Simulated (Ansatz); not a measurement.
# TaN: the cost of one run

Method: DFT PBEsol, scalar-relativistic, plane waves, PAW, in Ansatz 0.2.0.

3 further runs of the same task are left out: 3 set aside as unsound or not needed.

## (1) The system as given

It takes space group P-6m2 (No. 187, hexagonal). The conventional cell has a = 2.924 Å, b = 2.924 Å, c = 2.870 Å, α = 90.00°, β = 90.00°, γ = 120.00°. Ta (site symmetry -6m2) is surrounded by 6 N at 2.22 Å. N (site symmetry -6m2) has 6 Ta at 2.22 Å as nearest neighbours.

Structure file:

```cif
data_structure
_symmetry_space_group_name_H-M 'P-6m2'
_symmetry_Int_Tables_number 187
_cell_length_a 2.9243
_cell_length_b 2.9243
_cell_length_c 2.8702
_cell_angle_alpha 90.000
_cell_angle_beta 90.000
_cell_angle_gamma 120.000
_cell_volume 21.26
loop_
_atom_site_label
_atom_site_type_symbol
_atom_site_symmetry_multiplicity
_atom_site_Wyckoff_symbol
_atom_site_fract_x
_atom_site_fract_y
_atom_site_fract_z
_atom_site_occupancy
Ta1 Ta 1 d 0.33333 0.66667 0.50000 1
N1 N 1 a 0.00000 0.00000 0.00000 1
```

It is the result of an earlier relaxation at this level (volume 10.63 Å³/atom; gap on the mesh: none (metal)).

## (2) Relaxing at 6 GPa

What is minimised here is the enthalpy; the energy can go up as the cell is squeezed.

input.yaml

```yaml
crystal:
  lattice:
    - [2.9242701629, 0.0, 0.0]
    - [-1.4621350814, 2.5324922486, 0.0]
    - [0.0, 0.0, 2.8701686366]
  atoms:
    - { symbol: Ta, position: [0.3333333333, 0.6666666667, 0.5] }
    - { symbol: "N", position: [0.0, 0.0, 0.0] }
basis:
  ecutwfc: 420
kpoints:
  mp_grid: { grid: [18, 18, 14] }
hamiltonian:
  xc: pbesol
scf:
  occupations: { method: fermi_dirac, width: 0.15 }
output:
  forces: true
  stress: true
  eigenvalues: true
  write_density: true
  write_potential: true
  elf: true
  volumetric_format: npy
relax:
  adjacent_minimum: "off"
  f_tol: 0.001
  max_steps: 60
  cell: { stress_tol: 0.02, p_target: 6.0 }
```

Run with:

```sh
> ansatz run input.yaml --threads 1 --pin off --max-ram 3072MiB --backend cpu --events-out ev --progress --plain --runs-dir out
```

**Question.** How long does this run take on 1 thread of Arm Neoverse V1, shared host, and how much memory does it need?

About 84 s, with a peak of 0.4 GiB.
